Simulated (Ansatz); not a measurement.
Mo, 1 atom in the cell. It takes space group Im-3m (No. 229, cubic). Conventional cell: a = 3.168 Å, b = 3.168 Å, c = 3.168 Å, α = 90.00°, β = 90.00°, γ = 90.00°. Around Mo (site symmetry m-3m) lie 8 Mo at 2.74 Å. 

```yaml
Program: Ansatz 0.2.0
Task: relaxation of cell and atoms
Functional: revPBE
Dispersion: D3(BJ)
Potentials_or_basis: Ansatz PAW
Cutoff: "420 eV (not typed: the program's choice for these potentials)"
k_mesh: 12 × 12 × 12
Occupations: fermi-dirac, width 0.05 eV
Spin: no spin polarisation
```

Potentials or basis: Ansatz PAW.

Run with:

```sh
$ ansatz run input.yaml --threads 2 --pin off --max-ram 5632MiB --backend cpu --events-out ev --progress --plain --runs-dir out
```

Hardware: 2 threads of Intel(R) Xeon(R) Processor @ 2.70GHz, on a shared host.

How long does it take, and how much memory?

Run time: 3.9 s on 2 threads of Intel(R) Xeon(R) Processor @ 2.70GHz, with other jobs on the host, peak memory 0.31 GiB. Counts: scf iterations 28, plane waves 321, k points 72, bands 11, ion steps 6.
